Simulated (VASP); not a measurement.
# AlN (Fm-3m) in VASP: a series of runs, part 3 of 3

VASP 6.6.1. Earlier steps stand in the parts before.

### Step 6. G0W0 quasiparticle levels, PBE

Contents of POSCAR:

```
AlN
1.0
    0.0000000000      2.0345180000      2.0345180000
    2.0345180000      0.0000000000      2.0345180000
    2.0345180000      2.0345180000      0.0000000000
Al N
1 1
Direct
    0.5000000000      0.5000000000      0.5000000000
    0.0000000000      0.0000000000      0.0000000000
```

Contents of INCAR.step1:

```
SYSTEM = AlN
PREC = Accurate ; ENCUT = 450
EDIFF = 1E-8 ; ISMEAR = 0
SIGMA = 0.01 ; LREAL = .False.
LASPH = .True. ; NELM = 60
ALGO = Fast ; LWAVE = .True.
LCHARG = .False. ; GGA = PE
```

Contents of INCAR.step2:

```
SYSTEM = AlN
PREC = Accurate ; ENCUT = 450
EDIFF = 1E-8 ; ISMEAR = 0
SIGMA = 0.01 ; LREAL = .False.
LASPH = .True. ; NELM = 1
ALGO = Exact ; LWAVE = .True.
LCHARG = .False. ; GGA = PE
NBANDS = 44 ; LOPTICS = .True.
ISTART = 1
```

Contents of INCAR.step3:

```
SYSTEM = AlN
PREC = Accurate ; ENCUT = 450
EDIFF = 1E-8 ; ISMEAR = 0
SIGMA = 0.01 ; LREAL = .False.
LASPH = .True. ; ALGO = EVGW0
LWAVE = .False. ; LCHARG = .False.
GGA = PE ; NELMGW = 1
NBANDS = 44 ; ENCUTGW = 150
NOMEGA = 48 ; PRECFOCK = Fast
ISTART = 1 ; NBANDSGW = 12
```

Contents of KPOINTS:

```
regular mesh
0
Gamma
  5 5 5
  0 0 0
```

Potentials or basis: VASP PAW PBE potentials, release 64 (Al_GW, N_GW).

On the command line:

```sh
cat potpaw_PBE.64/Al_GW/POTCAR potpaw_PBE.64/N_GW/POTCAR > POTCAR
cp INCAR.step1 INCAR
mpirun -np 1 vasp_std > vasp.out
cp INCAR.step2 INCAR
mpirun -np 1 vasp_std > vasp.out
cp INCAR.step3 INCAR
mpirun -np 1 vasp_std > vasp.out
```

OUTCAR:

```text
SYSTEM = AlN
   PREC = Accurate
   ENCUT = 450
   EDIFF = 1E-8
   ISMEAR = 0
   LREAL = .False.
   LASPH = .True.
   GGA = PE
   NELMGW = 1
   ENCUTGW = 150
   PRECFOCK = Fast
   ISTART = 1

 Found     10 irreducible k-points:

 Following reciprocal coordinates:
            Coordinates               Weight
  0.000000  0.000000  0.000000      1.000000
  0.200000  0.000000  0.000000      8.000000
  0.400000  0.000000  0.000000      8.000000
  0.200000  0.200000  0.000000      6.000000
  0.400000  0.200000  0.000000     24.000000
 -0.400000  0.200000  0.000000     24.000000
   k-points           NKPTS =     10   k-points in BZ     NKDIM =    125   number of bands    NBANDS=     44
   number of dos      NEDOS =    301   number of ions     NIONS =      2
   total plane-waves  NPLWV =   8000
   dimension x,y,z NGX =    20 NGY =   20 NGZ =   20
   dimension x,y,z NGXF=    40 NGYF=   40 NGZF=   40
   ions per type =               1   1
   NGX,Y,Z   is equivalent  to a cutoff of  11.56, 11.56, 11.56 a.u.
[... 55 lines left out ...]
   NELMHF              =     1    number of iterations in the inner HF iteration
   NKREDLFX            =     1    NKREDLFY  =   1   NKREDLFZ  =   1
 non-spin polarized calculation
 Gauss-broadening in eV      SIGMA  =   0.01
  energy-cutoff  :      450.00
  volume of cell :       16.84
 maximum number of plane-waves:       373
  NGX = 12; NGY = 12; NGZ = 12
   NGX =  9   NGY =  9   NGZ =  9
 maximum number of plane-waves:        73

 QP shifts <psi_nk| G(iteration)W_0 |psi_nk>: iteration 1
 for sc-GW calculations column KS-energies equals QP-energies in previous step
 and V_xc(KS)=  KS-energies - (<T + V_ion + V_H > + <T+V_H+V_ion>^1  + <V_x>^1)

 k-point   1 :       0.0000    0.0000    0.0000
  band No.  KS-energies  QP-energies   sigma(KS)   V_xc(KS)     V^pw_x(r,r')   Z            occupation Imag(sigma)

      1      -8.9211     -10.4167     -16.6208     -14.6238     -24.8277       0.7489       2.0000       1.4383
      2       8.4715       7.9451     -18.0039     -17.3416     -21.0498       0.7947       2.0000       0.0819
      3       8.4715       7.9451     -18.0039     -17.3416     -21.0498       0.7947       2.0000       0.0819
      4       8.4715       7.9451     -18.0039     -17.3416     -21.0498       0.7947       2.0000       0.0819
      5      13.8697      15.0257     -13.1511     -14.5820      -8.9227       0.8078       0.0000      -0.0911
      6      20.5508      21.4998      -9.4825     -10.6406      -4.4618       0.8194       0.0000      -0.1218
      7      20.5508      21.4998      -9.4825     -10.6406      -4.4618       0.8194       0.0000      -0.1218
      8      20.5508      21.4998      -9.4825     -10.6406      -4.4618       0.8194       0.0000      -0.1218
      9      25.6332      26.0302      -8.9892      -9.5049      -2.6136       0.7699       0.0000      -0.3875
     10      26.0837      27.3217      -9.9469     -11.4880      -4.4479       0.8033       0.0000      -0.2345
     11      26.0837      27.3217      -9.9469     -11.4880      -4.4479       0.8033       0.0000      -0.2345
     12      26.9883      28.0514      -9.7613     -11.1515      -2.8773       0.7647       0.0000      -0.4807
[... 68 lines left out ...]
      1      -5.3715      -6.5833     -18.0175     -16.4074     -25.8325       0.7526       2.0000       1.0521
      2       1.1216       0.0118     -14.8240     -13.3433     -19.2792       0.7495       2.0000       0.1978
      3       4.8676       3.9535     -16.0880     -14.9186     -19.6335       0.7816       2.0000       0.1142
      4       6.9797       6.2656     -17.2454     -16.3427     -20.5148       0.7910       2.0000       0.0920
      5      15.8263      16.7930     -10.4466     -11.6243      -5.8836       0.8208       0.0000      -0.0960
      6      17.9039      19.1681     -11.7845     -13.3591      -6.9135       0.8028       0.0000      -0.1150
      7      20.7145      21.9029     -10.1208     -11.6044      -4.8077       0.8010       0.0000      -0.1456
      8      20.7574      22.2940     -13.4267     -15.4204      -7.7036       0.7707       0.0000      -0.1717
      9      26.1797      27.1626     -10.0029     -11.2686      -3.4684       0.7766       0.0000      -0.4177
     10      27.9267      28.8758      -9.7586     -10.9643      -3.3439       0.7872       0.0000      -0.4722
     11      28.9980      29.9606      -9.3082     -10.5371      -2.5715       0.7833       0.0000      -0.6077
     12      35.9132      37.4338     -10.9921     -12.9120      -3.7401       0.7920       0.0000      -1.1141

 [... further k-points ...]
```

OUTCAR.step1:

```text
SYSTEM = AlN
   PREC = Accurate
   ENCUT = 450
   EDIFF = 1E-8
   ISMEAR = 0
   LREAL = .False.
   LASPH = .True.
[... 177 lines left out ...]
      2.03452      2.03452      2.03452        -0.000000     -0.000000     -0.000000
      0.00000      0.00000      0.00000         0.000000      0.000000      0.000000
 -----------------------------------------------------------------------------------
    total drift:                                0.000000     -0.000000     -0.000000

  FREE ENERGIE OF THE ION-ELECTRON SYSTEM (eV)
  ---------------------------------------------------
  free  energy   TOTEN  =       -14.5493583151 eV

  energy  without entropy=      -14.5493583151  energy(sigma->0) =      -14.54935832
```

OUTCAR.step2:

```text
SYSTEM = AlN
   PREC = Accurate
   ENCUT = 450
   EDIFF = 1E-8
[... 561 lines left out ...]
  --------------------------------------------------------------------------------------------------------------
     0.00000     5.83680     5.83680     5.83680     0.00000     0.00000     0.00000
     1.29268     5.94176     5.94176     5.94176     0.00000     0.00000     0.00000
     2.58536     6.29832     6.29832     6.29832     0.00000     0.00000     0.00000
     3.87805     7.07760     7.07760     7.07760     0.00000     0.00000     0.00000
     5.17073     9.44580     9.44580     9.44580     0.00000     0.00000     0.00000
     6.46341    13.14556    13.14556    13.14556     0.00000     0.00000     0.00000
[... 92 lines left out ...]
   126.68284     0.95861     0.95861     0.95861    -0.00000    -0.00000    -0.00000
   127.97552     0.95952     0.95952     0.95952    -0.00000    -0.00000    -0.00000
```

Wall time 39 s (1 thread of Intel Xeon Platinum 8488C (Sapphire Rapids), shared host); peak memory 0.18 GiB.

These settings aren't checked as converged: the numbers below hold their error.

What came out:

- Band gap on the k mesh, mean-field level: 5.03 eV, indirect (least direct gap 5.40 eV)
- Quasiparticle gap: 6.53 eV
- Least direct quasiparticle gap: 7.08 eV

Caveat: the k mesh is coarse (spacing up to 0.53 Å⁻¹), so the values aren't converged; the cutoff is under 1.25 times the usual one of these potentials, so pressure, stress and relaxed cells hold a basis-set (Pulay) error; bands, screening cutoff and mesh are small and nothing is extrapolated, so the quasiparticle values aren't converged; an odd mesh through Γ misses points on the zone boundary, where band edges often lie.

### Step 7. The reference run

An earlier run on the cell as given: functional PBE; potentials or basis VASP PAW PBE potentials, release 64 (Al, N); cutoff 520 eV; k mesh 11 × 11 × 11; occupations fermi-dirac, width 0.05 eV; no spin polarisation.

* Pressure: 0.0 GPa
* Band gap on the k mesh: 4.55 eV, indirect (least direct gap 5.41 eV)
